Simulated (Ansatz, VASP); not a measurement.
**One calculation of V, two programs**

```
V
1.0
     2.08465    1.20357    0.89281
    -2.08465    1.20357    0.89281
     0.00000   -2.40715    0.89281
V
1
Cartesian
  0.0000 0.0000 0.0000
```

Alike in both runs: task relaxation of cell and atoms; functional PBE; k mesh 9 × 9 × 9; occupations gaussian, width 0.1 eV; no spin polarisation.

|  | VASP | Ansatz |
| --- | --- | --- |
| version | VASP 6.6.1 | Ansatz 0.2.0 |
| potentials or method | VASP PAW PBE potentials, release 64 (V_sv) | scalar-relativistic, plane waves, PAW |
| plane-wave cutoff (eV) | 600 | 420 |
| valence electrons in the cell | 13 | 13 |

|  | VASP | Ansatz | Ansatz less VASP |
| --- | --- | --- | --- |
| gap on the k mesh at the Fermi level, each at its own relaxed structure (eV) | none | none | - |
| relaxed volume (Å³/atom) | 13.44 | 13.44 | 0.000 |
| relaxed cell length with the largest relative difference (Å) | 2.567 | 2.567 | 0.0000 |

A gap of «none» marks a metal or a gap that the smearing closes.

Caveats: the relaxation stopped at its first step, so nothing moved.
